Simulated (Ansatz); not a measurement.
Crystal: EuO2.

```
Eu O
1.0
    -1.93055    1.93055    2.73861
     1.93055   -1.93055    2.73861
     1.93055    1.93055   -2.73861
Eu O
1 2
Direct
  0.50000 0.50000 0.00000
  0.25000 0.75000 0.50000
  0.75000 0.25000 0.50000
```

The cell comes from a database or a generator and needn't be the stable form of this composition.

Base run:

```yaml
Program: Ansatz 0.2.0
Functional: r2SCAN
Potentials_or_basis: Ansatz PAW
Cutoff: "500 eV (not typed: the program's choice for these potentials)"
k_mesh: 10 × 10 × 10
Occupations: fermi-dirac, width 0.05 eV
Spin: collinear spin, ferromagnetic start
Starting_moments: "[7.0, 0.0, 0.0] μB"
Hubbard_terms: Eu f U = 5 eV
```

Its results: band gap on the k mesh none (metal or under the smearing width); pressure 2.5 GPa; net moment 5.00 μB per cell; site moments Eu +5.91; O -0.55 μB.

Task: After a change of settings the same cell gave: band gap on the k mesh none (metal or under the smearing width); pressure -1.5 GPa; net moment 5.00 μB per cell; site moments Eu +5.90; O -0.54 μB. Which change was it?
A. hubbard terms from Eu f U = 5 eV to none; hubbard projectors from ortho-atomic (the default) to none
B. hubbard terms from Eu f U = 5 eV to Eu f U = 1 eV
C. hubbard terms from Eu f U = 5 eV to Eu f U = 8 eV

Result: B.

Caveats: the magnetic or orbital state may not be the lowest; spin-orbit coupling is left out, which moves the levels of the heavy elements; a cell with one magnetic atom can't hold antiferromagnetic order, which such compounds often take; the PAW data sets come from PBE, with cores solved anew for the run's functional, which leaves a small shift of forces and pressure; the density of states is complete only up to the lowest level of the last band computed.
